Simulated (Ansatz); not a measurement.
# Cost and result for the bulk modulus of GaAs

The structure is cubic, space group F-43m (No. 216). Conventional cell: a = 5.654 Å, b = 5.654 Å, c = 5.654 Å, α = 90.00°, β = 90.00°, γ = 90.00°. As (site symmetry -43m) is surrounded by 4 Ga at 2.45 Å. Ga (site symmetry -43m) has 4 As at 2.45 Å as nearest neighbours.

```tsv
rung	level	program and potentials	cutoff (eV)	k mesh	smearing	spin	core time	chip	bulk modulus (GPa)	notes
meta-GGA + dispersion	r2SCAN+D3(BJ)	Ansatz, Ansatz PAW	500	8 × 8 × 8	fermi-dirac 0.05	off	42 s	Arm Neoverse V1	75.2	potentials made for PBE, which Ansatz adapts in part
GGA	PBE	Ansatz, Ansatz PAW (files of its older set among them)	1020	8 × 8 × 8	fermi-dirac 0.05	off	72 s	Arm Neoverse V1	60.4	-
hybrid	revPBE0	Ansatz, Ansatz PAW	420	4 × 4 × 4	fermi-dirac 0.05	off	1.9 min	Arm Neoverse V2	70.6	coarse mesh; potentials made for PBE, which Ansatz adapts in part
hybrid	HSEsol	Ansatz, Ansatz PAW	420	4 × 4 × 4	fermi-dirac 0.05	off	2.2 min	Arm Neoverse V1	78.3	coarse mesh; potentials made for PBE, which Ansatz adapts in part
hybrid	BHLYP	Ansatz, Ansatz PAW	420	4 × 4 × 4	fermi-dirac 0.05	off	2.3 min	AMD EPYC 7B13 Zen 3	75.2	coarse mesh; potentials made for PBE, which Ansatz adapts in part
GGA + dispersion	BLYP+D3(BJ)	Ansatz, all-electron LAPW, scalar-relativistic	-	6 × 6 × 6	gaussian 0.15	non-collinear, ferromagnetic start	8 min	Arm Neoverse V1	63.3	moment up to 0.00 μB a cell
```

Times are single runs on shared hosts and different chips, so they are rough; meshes, cutoffs and the tasks' sizes weigh on the time. Task: equation of state. Smearing widths are in eV. The cell comes from a database and isn't always the measured one. Meshes differ between rows, which moves values too. Meshes are those of the run's cell of 2 atoms unless a note names another. Runs on faulty files, with rough fits or with known faults for this quantity aren't shown. No row holds spin-orbit coupling.

By rung: GGA 60.4; GGA + dispersion 63.3; meta-GGA + dispersion 75.2; hybrid on coarse meshes 70.6 to 78.3 (GPa).
